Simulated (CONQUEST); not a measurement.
# CdTe: equation of state with PBEsol

**Experimental background.**

From “Multiscale insight into the Cd1-xZnxTe vibrational-mechanical properties -- High-pressure experiments and ab initio calculations”, 2023, arxiv:2306.14539, for a powder of CdTe: bulk modulus 42 ± 2 GPa.

CdTe:

```xyz
4
Lattice="4.5326 0.0000 0.0000 0.0000 4.5326 0.0000 0.0000 0.0000 6.4100" Properties=species:S:1:pos:R:3 pbc="T T T"
Te    0.0000    2.2663    1.6025
Te    2.2663    0.0000    4.8075
Cd    0.0000    0.0000    0.0000
Cd    2.2663    2.2663    3.2050
```

```json
{
 "Program": "CONQUEST 1.3",
 "Task": "equation of state",
 "Functional": "PBEsol",
 "Potentials or basis": "PseudoDojo NC PBEsol, DZP, grid of 48 × 48 × 60 points",
 "k mesh": "6 × 6 × 4",
 "Occupations": "fermi-dirac, width 0.05 eV",
 "Spin": "no spin polarisation"
}
```

```json
{
 "Equilibrium volume": "34.63 Å³/atom",
 "Bulk modulus": "41 GPa",
 "Pressure derivative of the bulk modulus": "4.6"
}
```

Energy against volume, from the lowest point:
```
volume (Å³/atom)  energy (meV/atom)
          30.947              61.53
          31.605              39.82
          32.263              23.33
          32.922              11.58
          33.580               4.09
          34.239               0.29
          34.897               0.00
```

All runs of the series together: 3.3 min on 1 thread of AMD EPYC 9R45 96-Core Processor (Zen 5), on a shared host.

A measured bulk modulus of CdTe is 42 GPa (powder; quoted in “Multiscale insight into the Cd1-xZnxTe vibrational-mechanical properties -- High-pressure experiments and ab initio calculations”, 2023, arxiv:2306.14539); the calculated 41 GPa misses it by -2.6 %. The fit is for a static lattice scaled at fixed shape and fixed fractional positions.

Caveat: the DZP basis gives volumes some 2 % larger than converged bases do, and moduli off by several per cent; the basis of atomic orbitals isn't converged, which shifts pressures, moduli and gaps. Spin-orbit coupling is left out, which matters for the levels of Te.
